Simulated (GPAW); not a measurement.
# free-standing square Co monolayer, spacing 2.375 A: which magnetic order is lowest

Does free-standing square Co monolayer, spacing 2.375 A prefer parallel or opposed moments, or none?

Program: GPAW 26.7.0. Level of theory: LDA; plane waves with GPAW's PAW setups, scalar-relativistic. Results are calculated unless marked as measured.

**1. Starting point**

The cell holds 1 atom: 1 Co. Cell: a = 2.375 Å, b = 2.375 Å, c = 14.000 Å, α = 90.0°, β = 90.0°, γ = 90.0°. model lattice. Vacuum lies along c.

Coordinates:

```
Co
1.0
     2.37500    0.00000    0.00000
     0.00000    2.37500    0.00000
     0.00000    0.00000   14.00000
Co
1
Direct
  0.00000 0.00000 0.50000
```

**2. Order 1, typed as ferro +**

Parallel moments need no larger cell; this start tests for a ferromagnetic state only.

The input, order1.py:

```python
import json
import numpy as np
from ase import Atoms
from ase.parallel import paropen, parprint
from gpaw import GPAW

atoms = Atoms(['Co'],
    cell=[[2.375, 0.0, 0.0],
         [0.0, 2.375, 0.0],
         [0.0, 0.0, 14.0]],
    scaled_positions=[[0.0, 0.0, 0.5]],
    pbc=True,
    magmoms=[2.0])
atoms.calc = GPAW(mode={'name': 'pw', 'ecut': 550},
    xc='LDA',
    kpts={'size': (12, 12, 1), 'gamma': True},
    occupations={'name': 'fermi-dirac', 'width': 0.1},
    convergence={'density': 1e-05, 'energy': 1e-05},
    maxiter=200,
    txt='order1.txt')
e = atoms.get_potential_energy(force_consistent=True)
res = {'free_energy': e, 'energy_sigma0': atoms.get_potential_energy(), 'fermi_energy': atoms.calc.get_fermi_level()}
res['moments'] = atoms.get_magnetic_moments().tolist()
res['total'] = atoms.get_magnetic_moment()
parprint('site moments (muB):', np.round(res['moments'], 3))
parprint(f"total moment: {res['total']:.3f} muB")
parprint(f'free energy: {e:.6f} eV')
atoms.calc.write('order1.gpw')
with paropen('results.json', 'w') as f:
    json.dump(res, f)
```

Command:

```bash
OMP_NUM_THREADS=1 python3 order1.py > order1.log
```

Numbers of over 12 decimals in the logs are rounded to 6 here.

Output:

```text
site moments (muB): [1.935]
total moment: 1.956 muB
free energy: -7.122352 eV

--- order1.txt ---
Input parameters:
  mode=PW(ecut=550),
  convergence={'density': 1e-05, 'energy': 1e-05},
  kpts=MonkhorstPack(size=(12, 12, 1), gamma=True),
  maxiter=200,
  occupations=Occupations(name='fermi-dirac', width=0.1),
  xc=XC(name='LDA')

Diagonalizing LCAO Hamiltonian
Converting LCAO to pw mode
  .-----.
 *|     |
 ||     |
 ||     |
 ||     |
 ||     |
 ||     |
 ||     |
 ||     |
 Co     |
 ||     |
 ||     |
 ||     |
 ||     |
 ||     |
 ||     |
 ||     |
 |.-----.
 *-----*

Atoms  # Å, Bohr magnetons
|   | symbol |        x |        y |        z |    initial magnetic moments |
|---|--------|----------|----------|----------|-----------------------------|
| 0 |     Co | 0.000000 | 0.000000 | 7.000000 | ( 0.0000,  0.0000,  2.0000) |

Unit cell  # Å
| periodic |        x |        y |         z |   lengths |    angles |
|----------|----------|----------|-----------|-----------|-----------|
|      yes | 2.375000 | 0.000000 |  0.000000 |  2.375000 | 90.000000 |
|      yes | 0.000000 | 2.375000 |  0.000000 |  2.375000 | 90.000000 |
|      yes | 0.000000 | 0.000000 | 14.000000 | 14.000000 | 90.000000 |

Number of symmetries: 16

BZ-sampling:
  Number of BZ points: 144
  Number of IBZ points: 28

  Monkhorst-Pack size: [12, 12, 1]
  Monkhorst-Pack shift: [0.041667, 0.041667, 0.0]

K-points  # in reciprocal-cell coordinates
|     |                                coordinates |     weight |
|-----|--------------------------------------------|------------|
|   0 | ( -0.00000000,  -0.00000000,   0.00000000) | 0.00694444 |
|   1 | (  0.08333333,  -0.00000000,   0.00000000) | 0.02777778 |
|   2 | (  0.08333333,   0.08333333,   0.00000000) | 0.02777778 |
|   3 | (  0.16666667,  -0.00000000,   0.00000000) | 0.02777778 |
|   4 | (  0.16666667,   0.08333333,   0.00000000) | 0.05555556 |
|   5 | (  0.16666667,   0.16666667,   0.00000000) | 0.02777778 |
|   6 | (  0.25000000,  -0.00000000,   0.00000000) | 0.02777778 |
|   7 | (  0.25000000,   0.08333333,   0.00000000) | 0.05555556 |
|   8 | (  0.25000000,   0.16666667,   0.00000000) | 0.05555556 |
|   9 | (  0.25000000,   0.25000000,   0.00000000) | 0.02777778 |
| ... |                                            |            |
|  27 | (  0.50000000,   0.50000000,   0.00000000) | 0.00694444 |

Plane wave coefficients: 2377
Cutoff: 550.0 eV

Spin-components: 2 (collinear spins)
Bands:           9
Projectors:      6
Spin-degeneracy: 1
Datatype:        complex128

Parallelization:
  kpt:    1
  domain: 1
  band:   1

Density:
  Valence electrons: 9.0
  Components: 2
  Grid points: [14 14 80]
  Charge: 0.0  # |e|

Potential:
  Grid points: [14 14 80]

species:
  Co:
    name:    Cobalt
    Z:       27.0
    valence: 9
    core:    18
    charge:  0.0  # [|e|]
    compensation charges:
      type: gauss
      rc: 0.32  # [Å]
      lmax: 2
    cutoffs:
      filter: 1.87  # [Å]
      core: 2.55  # [Å]
    projectors
    | kind |    occ | energy [eV] | rcut [Å] |
    |------|--------|-------------|----------|
    |   4s |  2.000 |      -5.672 |    1.005 |
    |   4p |  0.000 |      -1.387 |    1.058 |
    |   3d |  7.000 |      -8.461 |    1.005 |
    |    s |        |      21.539 |    1.005 |
    |    p |        |      25.825 |    1.058 |
    |    d |        |      18.750 |    1.005 |

    Using partial waves for Co as LCAO basis

Reference energy: -37838.266704  # eV

eigensolver:
  PPCG
  Converge bands: occupied
  niter=2

density mixing:
  MSR1-Mixer
  Pratt-step length: 0.05
  Maximum mixing coefficient: 0.75
  Old densities: 10
  SVD Regularization: 0.005
  Good broyden scale: 1.0
  Trust region scale: 1.0
  Backstep threshold: 4.0
  History deletion threshold: 6.0
  Fourier metric: weight=20.0, sigma=0.015

occupation numbers:
  Fermi-Dirac:
    width: 0.1000  # eV

poisson solver:
  ecut: 4400.0  # eV

xc functional:
  name: None

convergence criteria:
- Maximum integral of absolute [dens]ity change: 1e-05 electrons / valence electron
- Maximum [total energy] change in last 3 cyles: 1e-05 eV / valence electron
- Maximum integral of absolute [eigenst]ate change: 4e-08 eV^2 / valence electron
maximum number of iterations: 200

SCF iterations
|iter     |      energy | eigst |  dens |  magmom |
|---------|-------------|-------|-------|---------|
|iter:   1|       0s |   -7.417302 | +0.36 |       |  +2.0028|
|iter:   2|       0s |   -7.296592 | -1.14 | -0.90 |  +1.9971|
|iter:   3|       1s |   -7.099536 | -1.05 | -0.97 |  +1.9907|
|iter:   4|       2s |   -7.087349 | -2.23 | -1.30 |  +1.9880|
|iter:   5|       2s |   -7.091580 | -2.43 | -1.51 |  +1.9757|
|iter:   6|       3s |   -7.094036 | -3.26 | -1.90 |  +1.9617|
|iter:   7|       3s |   -7.094587 | -3.64 | -2.30 |  +1.9536|
|iter:   8|       4s |   -7.094608 | -4.87 | -2.90 |  +1.9548|
|iter:   9|       4s |   -7.094617c| -5.79 | -3.36 |  +1.9556|
|iter:  10|       5s |   -7.094619c| -6.45 | -3.86 |  +1.9562|
|iter:  11|       6s |   -7.094618c| -7.26 | -4.27 |  +1.9564|
|iter:  12|       6s |   -7.094618c| -7.68c| -4.89 |  +1.9564|
|iter:  13|       6s |   -7.094618c| -8.26c| -5.55c|  +1.9564|

Converged in 13 steps
Energy contributions relative to reference atoms: (reference = -37838.266704)

Energy contributions:
  Kinetic:           8.167734
  Coulomb:          -6.774732
  Zero:             -0.046813
  External:          0.000000
  Xc:               -8.413071
  Entropy:          -0.055470
  Spinorbit:         0.000000
  ----------------------------
  Free energy:      -7.122352
  Extrapolated:     -7.094618

dipole moment: (-6.399974, -6.399974, -0.000006)  # |e|*Ang

Total magnetic moment: (0.000000, 0.000000, 1.956412)

Local magnetic moments
|        x |        y |        z |
|----------|----------|----------|
| 0.000000 | 0.000000 | 1.934542 |  # Co   0

Fermi level: -2.955
Eigenvalues  # (at kpt = [-0.000, -0.000, 0.000])
| band index |      eig [eV] | occ [0-1] |      eig [eV] | occ [0-1] |
|------------|---------------|-----------|---------------|-----------|
|          0 |        -8.670 |     1.000 |        -8.257 |     1.000 |
|          1 |        -6.734 |     1.000 |        -5.292 |     1.000 |
|          2 |        -5.482 |     1.000 |        -3.915 |     1.000 |
|          3 |        -4.172 |     1.000 |        -2.313 |     0.002 |
|          4 |        -4.172 |     1.000 |        -2.227 |     0.001 |
|          5 |        -3.854 |     1.000 |        -2.227 |     0.001 |
|          6 |        -2.419 |     0.005 |        -1.631 |     0.000 |
|          7 |         1.714 |     0.000 |         1.760 |     0.000 |
|          8 |         2.809 |     0.000 |         2.810 |     0.000 |

No gap
No difference between direct/indirect transitions
```

Run time: 9.9 s. Hardware: 1 MPI rank of AMD EPYC 9R45, shared host; peak memory 0.18 GiB.

This step gave:

```
magnetization  : 1.956 μB
final state    : ferromagnetic
largest moment : 1.935 μB
```

After 13 cycles the largest moment stands at 1.93 μB.

**3. Start 2: antiferro q=(1/2,1/2,0) +-**

An opposed order shows whether the pairs that it reverses prefer unlike signs.

The cell is doubled to 2 atoms to hold this order. Its mesh is chosen so that both cells sample the same points.

The input, order2.py:

```python
import json
import numpy as np
from ase import Atoms
from ase.parallel import paropen, parprint
from gpaw import GPAW

atoms = Atoms(['Co', 'Co'],
    cell=[[4.75, 0.0, 0.0],
         [2.375, 2.375, 0.0],
         [0.0, 0.0, 14.0]],
    scaled_positions=[[0.0, 0.0, 0.5],
         [0.5, 0.0, 0.5]],
    pbc=True,
    magmoms=[2.0, -2.0])
atoms.calc = GPAW(mode={'name': 'pw', 'ecut': 550},
    xc='LDA',
    kpts={'size': (6, 12, 1), 'gamma': True},
    occupations={'name': 'fermi-dirac', 'width': 0.1},
    convergence={'density': 1e-05, 'energy': 1e-05},
    maxiter=200,
    txt='order2.txt')
e = atoms.get_potential_energy(force_consistent=True)
res = {'free_energy': e, 'energy_sigma0': atoms.get_potential_energy(), 'fermi_energy': atoms.calc.get_fermi_level()}
res['moments'] = atoms.get_magnetic_moments().tolist()
res['total'] = atoms.get_magnetic_moment()
parprint('site moments (muB):', np.round(res['moments'], 3))
parprint(f"total moment: {res['total']:.3f} muB")
parprint(f'free energy: {e:.6f} eV')
atoms.calc.write('order2.gpw')
with paropen('results.json', 'w') as f:
    json.dump(res, f)
```

Command:

```bash
OMP_NUM_THREADS=1 python3 order2.py > order2.log
```

Output:

```text
UserWarning: Initial realspace grid (27,20,80) inconsistent with symmetries.
UserWarning: Using symmetrized grid: (27,27,80).

site moments (muB): [ 0.833 -0.833]
total moment: 0.000 muB
free energy: -13.429487 eV

--- order2.txt ---
Input parameters:
  mode=PW(ecut=550),
  convergence={'density': 1e-05, 'energy': 1e-05},
  kpts=MonkhorstPack(size=(6, 12, 1), gamma=True),
  maxiter=200,
  occupations=Occupations(name='fermi-dirac', width=0.1),
  xc=XC(name='LDA')

Diagonalizing LCAO Hamiltonian
Converting LCAO to pw mode

       Co    Co

Atoms  # Å, Bohr magnetons
|   | symbol |        x |        y |        z |    initial magnetic moments |
|---|--------|----------|----------|----------|-----------------------------|
| 0 |     Co | 0.000000 | 0.000000 | 7.000000 | ( 0.0000,  0.0000,  2.0000) |
| 1 |     Co | 2.375000 | 0.000000 | 7.000000 | ( 0.0000,  0.0000, -2.0000) |

Unit cell  # Å
| periodic |        x |        y |         z |   lengths |    angles |
|----------|----------|----------|-----------|-----------|-----------|
|      yes | 4.750000 | 0.000000 |  0.000000 |  4.750000 | 90.000000 |
|      yes | 2.375000 | 2.375000 |  0.000000 |  3.358757 | 90.000000 |
|      yes | 0.000000 | 0.000000 | 14.000000 | 14.000000 | 45.000000 |

Number of symmetries: 8

BZ-sampling:
  Number of BZ points: 72
  Number of IBZ points: 25

  Monkhorst-Pack size: [6, 12, 1]
  Monkhorst-Pack shift: [0.083333, 0.041667, 0.0]

Plane wave coefficients: 4677
Cutoff: 550.0 eV

Spin-components: 2 (collinear spins)
Bands:           15
Projectors:      12
Spin-degeneracy: 1
Datatype:        complex128

Parallelization:
  kpt:    1
  domain: 1
  band:   1

Density:
  Valence electrons: 18.0
  Components: 2
  Grid points: [27 27 80]
  Charge: 0.0  # |e|

Potential:
  Grid points: [27 27 80]

[... setups left out ...]
Reference energy: -75676.533408  # eV

eigensolver:
  PPCG
  Converge bands: occupied
  niter=2

density mixing:
  MSR1-Mixer
  Pratt-step length: 0.05
  Maximum mixing coefficient: 0.75
  Old densities: 10
  SVD Regularization: 0.005
  Good broyden scale: 1.0
  Trust region scale: 1.0
  Backstep threshold: 4.0
  History deletion threshold: 6.0
  Fourier metric: weight=20.0, sigma=0.015

occupation numbers:
  Fermi-Dirac:
    width: 0.1000  # eV

poisson solver:
  ecut: 4400.0  # eV

xc functional:
  name: None

convergence criteria:
- Maximum integral of absolute [dens]ity change: 1e-05 electrons / valence electron
- Maximum [total energy] change in last 3 cyles: 1e-05 eV / valence electron
- Maximum integral of absolute [eigenst]ate change: 4e-08 eV^2 / valence electron
maximum number of iterations: 200

SCF iterations
|iter     |      energy | eigst |  dens |  magmom |
|---------|-------------|-------|-------|---------|
|iter:   1|       0s |  -13.811617 | +0.36 |       |  +0.0000|
|iter:   2|       4s |  -13.542996 | -1.17 | -0.79 |  +0.0000|
|iter:   3|       8s |  -13.164567 | -0.89 | -0.87 |  -0.0002|
|iter:   4|      11s |  -13.186087 | -2.12 | -1.23 |  +0.0063|
|iter:   5|      15s |  -14.172211 | -1.16 | -1.27 |  -0.0759|
|iter:   6|      19s |  -13.283803 | -1.43 | -0.51 |  -0.0216|
|iter:   7|      22s |  -13.243653 | -1.91 | -0.95 |  +0.0094|
|iter:   8|      26s |  -13.239858 | -2.49 | -1.26 |  -0.0044|
|iter:   9|      29s |  -13.243793 | -2.76 | -1.44 |  +0.0043|
|iter:  10|      33s |  -13.250388 | -2.82 | -1.74 |  +0.0082|
[... 62 iterations left out ...]
|iter:  73|     255s |  -13.256465c| -8.95c| -4.71 |  +0.0006|
|iter:  74|     256s |  -13.256465c| -7.71c| -4.49 |  +0.0008|
|iter:  75|     259s |  -13.256464c| -7.98c| -4.50 |  +0.0006|
|iter:  76|     261s |  -13.256464c| -7.67c| -4.28 |  +0.0005|
|iter:  77|     264s |  -13.256465c| -7.82c| -4.44 |  +0.0007|
|iter:  78|     268s |  -13.256464c| -7.93c| -3.64 |  +0.0006|
|iter:  79|     270s |  -13.256464c| -8.26c| -4.27 |  +0.0003|
|iter:  80|     271s |  -13.256464c| -8.46c| -4.74 |  +0.0002|
|iter:  81|     273s |  -13.256464c| -8.82c| -4.80 |  +0.0001|
|iter:  82|     275s |  -13.256464c| -9.30c| -5.25c|  +0.0000|

Converged in 82 steps
Energy contributions relative to reference atoms: (reference = -75676.533408)

Energy contributions:
  Kinetic:          12.358574
  Coulomb:         -10.133606
  Zero:             -0.093614
  External:          0.000000
  Xc:              -15.214796
  Entropy:          -0.346045
  Spinorbit:         0.000000
  ----------------------------
  Free energy:     -13.429487
  Extrapolated:    -13.256464

dipole moment: (-25.589584, -12.794791, -0.000012)  # |e|*Ang

Total magnetic moment: (0.000000, 0.000000, 0.000030)

Local magnetic moments
|        x |        y |         z |
|----------|----------|-----------|
| 0.000000 | 0.000000 |  0.832927 |  # Co   0
| 0.000000 | 0.000000 | -0.832895 |  # Co   1

Fermi level: -3.201
Eigenvalues  # (at kpt = [0.000, -0.000, 0.000])
| band index |      eig [eV] | occ [0-1] |      eig [eV] | occ [0-1] |
|------------|---------------|-----------|---------------|-----------|
|          0 |        -8.446 |     1.000 |        -8.446 |     1.000 |
|          1 |        -6.484 |     1.000 |        -6.484 |     1.000 |
|          2 |        -6.072 |     1.000 |        -6.072 |     1.000 |
|          3 |        -4.715 |     1.000 |        -4.715 |     1.000 |
|          4 |        -4.702 |     1.000 |        -4.702 |     1.000 |
|          5 |        -4.702 |     1.000 |        -4.702 |     1.000 |
|          6 |        -3.103 |     0.273 |        -3.103 |     0.273 |
|          7 |        -3.040 |     0.167 |        -3.040 |     0.167 |
|          8 |        -3.040 |     0.167 |        -3.040 |     0.167 |
|          9 |        -2.730 |     0.009 |        -2.730 |     0.009 |
|         10 |        -2.335 |     0.000 |        -2.335 |     0.000 |
|         11 |        -1.922 |     0.000 |        -1.922 |     0.000 |
|         12 |         1.754 |     0.000 |         1.754 |     0.000 |
|         13 |         2.829 |     0.000 |         2.829 |     0.000 |
|         14 |         3.219 |     0.000 |         3.219 |     0.000 |

No gap
No difference between direct/indirect transitions
```

Elapsed: 4.7 min, on 1 MPI rank; peak memory 0.33 GiB.

Read from the output:

```yaml
magnetization: 0 μB
final_state: antiferromagnetic
largest_moment: 0.8329 μB
```

It lies 408 meV a seeded atom over the first start, and its largest moment is 0.833 μB against 1.93 μB.

**4. Order 3, typed as antiferro q=(0,1/2,0) +-**

An opposed order shows whether the pairs that it reverses prefer unlike signs.

This order needs a doubled cell of 2 atoms. Its mesh is chosen so that both cells sample the same points.

order3.py is the script of step 3 with these lines changed:

```diff
@@ -7,7 +7,7 @@
 atoms = Atoms(['Co', 'Co'],
-    cell=[[4.75, 0.0, 0.0],
-         [2.375, 2.375, 0.0],
+    cell=[[2.375, 0.0, 0.0],
+         [0.0, 4.75, 0.0],
          [0.0, 0.0, 14.0]],
     scaled_positions=[[0.0, 0.0, 0.5],
-         [0.5, 0.0, 0.5]],
+         [0.0, 0.5, 0.5]],
     pbc=True,
@@ -16,3 +16,3 @@
     xc='LDA',
-    kpts={'size': (6, 12, 1), 'gamma': True},
+    kpts={'size': (12, 6, 1), 'gamma': True},
     occupations={'name': 'fermi-dirac', 'width': 0.1},
@@ -20,3 +20,3 @@
     maxiter=200,
-    txt='order2.txt')
+    txt='order3.txt')
 e = atoms.get_potential_energy(force_consistent=True)
@@ -28,3 +28,3 @@
 parprint(f'free energy: {e:.6f} eV')
-atoms.calc.write('order2.gpw')
+atoms.calc.write('order3.gpw')
 with paropen('results.json', 'w') as f:
```

Command:

```bash
OMP_NUM_THREADS=1 python3 order3.py > order3.log
```

Output:

```text
site moments (muB): [ 1.549 -1.549]
total moment: 0.000 muB
free energy: -13.781559 eV

--- order3.txt ---
Input parameters:
  mode=PW(ecut=550),
  convergence={'density': 1e-05, 'energy': 1e-05},
  kpts=MonkhorstPack(size=(12, 6, 1), gamma=True),
  maxiter=200,
  occupations=Occupations(name='fermi-dirac', width=0.1),
  xc=XC(name='LDA')

Diagonalizing LCAO Hamiltonian
Converting LCAO to pw mode
    .-----.
[...]
|          3 |        -5.428 |     1.000 |        -5.428 |     1.000 |
|          4 |        -4.864 |     1.000 |        -4.864 |     1.000 |
[...]
|         11 |        -2.228 |     0.000 |        -2.228 |     0.000 |
|         12 |        -1.764 |     0.000 |        -1.764 |     0.000 |
|         13 |         1.747 |     0.000 |         1.747 |     0.000 |
|         14 |         2.088 |     0.000 |         2.088 |     0.000 |

No gap
No difference between direct/indirect transitions


[key lines of the parts left out:]
Free energy:     -13.781559
Converged in 14 steps
dipole moment: (-12.794239, -12.794240, -0.000012)  # |e|*Ang
Fermi level: -3.011
```

It took 32 s on 1 MPI rank; peak memory 0.28 GiB.

Spin moment in the augmentation sphere by atom:

```csv
atom,spin moment in the augmentation sphere (μB)
Co1,1.55
Co2,-1.55
```

Read from the output:

```yaml
magnetization: 0 μB
final_state: antiferromagnetic
```

It lies 232 meV a seeded atom over the first start, and its largest moment is 1.55 μB against 1.93 μB.

**5. Start 4: no spin polarisation**

This run holds no moments, which gives a state to set the others against.

The input, nospin.py:

```python
import json
import numpy as np
from ase import Atoms
from ase.parallel import paropen, parprint
from gpaw import GPAW

atoms = Atoms(['Co'],
    cell=[[2.375, 0.0, 0.0],
         [0.0, 2.375, 0.0],
         [0.0, 0.0, 14.0]],
    scaled_positions=[[0.0, 0.0, 0.5]],
    pbc=True)
atoms.calc = GPAW(mode={'name': 'pw', 'ecut': 550},
    xc='LDA',
    kpts={'size': (12, 12, 1), 'gamma': True},
    occupations={'name': 'fermi-dirac', 'width': 0.1},
    convergence={'density': 1e-05, 'energy': 1e-05},
    maxiter=200,
    txt='nospin.txt')
e = atoms.get_potential_energy(force_consistent=True)
res = {'free_energy': e, 'energy_sigma0': atoms.get_potential_energy(), 'fermi_energy': atoms.calc.get_fermi_level()}
parprint(f'free energy: {e:.6f} eV')
atoms.calc.write('nospin.gpw')
with paropen('results.json', 'w') as f:
    json.dump(res, f)
```

Command:

```bash
OMP_NUM_THREADS=1 python3 nospin.py > nospin.log
```

Output:

```text
free energy: -6.703154 eV

--- nospin.txt ---
Input parameters:
  mode=PW(ecut=550),
  convergence={'density': 1e-05, 'energy': 1e-05},
  kpts=MonkhorstPack(size=(12, 12, 1), gamma=True),
  maxiter=200,
  occupations=Occupations(name='fermi-dirac', width=0.1),
  xc=XC(name='LDA')

Diagonalizing LCAO Hamiltonian
Converting LCAO to pw mode
  .-----.
 *|     |
 ||     |
 ||     |
 ||     |
 ||     |
 ||     |
[...]
|------------|---------------|-----------|
|          0 |        -8.488 |     2.000 |
|          1 |        -6.126 |     2.000 |
|          2 |        -4.568 |     2.000 |
|          3 |        -3.163 |     0.267 |
|          4 |        -3.163 |     0.267 |
|          5 |        -2.852 |     0.014 |
|          6 |        -2.339 |     0.000 |
|          7 |         1.762 |     0.000 |
|          8 |         2.839 |     0.000 |

No gap
No difference between direct/indirect transitions


[key lines of the parts left out:]
Free energy:      -6.703154
Converged in 12 steps
dipole moment: (-6.396193, -6.396193, -0.000006)  # |e|*Ang
Fermi level: -3.350
```

Elapsed: 5.6 s, on 1 MPI rank; peak memory 0.16 GiB.

This step gave:

| Property | Result |
| --- | --- |
| final state | non-magnetic (no spin polarisation) |

It lies 419 meV a seeded atom over the first start.

[end of part 1 of 2]

[Logs and program files are shortened in this print: banners, set-up blocks, solver, clock and traceback lines can be left out without a mark of their own.]

[Logs are printed without paths, hosts, clocks, repeated set-up lines and the standing remarks that a program may print on its own settings, such as how far it seeks lower states.]

[Hosts, paths, dates, database ids (printed as entryN), source tags and the programs' standing remarks are cut or masked in the printed files.]

[Where a cell is said to come from a database of computed structures, the database is the Materials Project.]
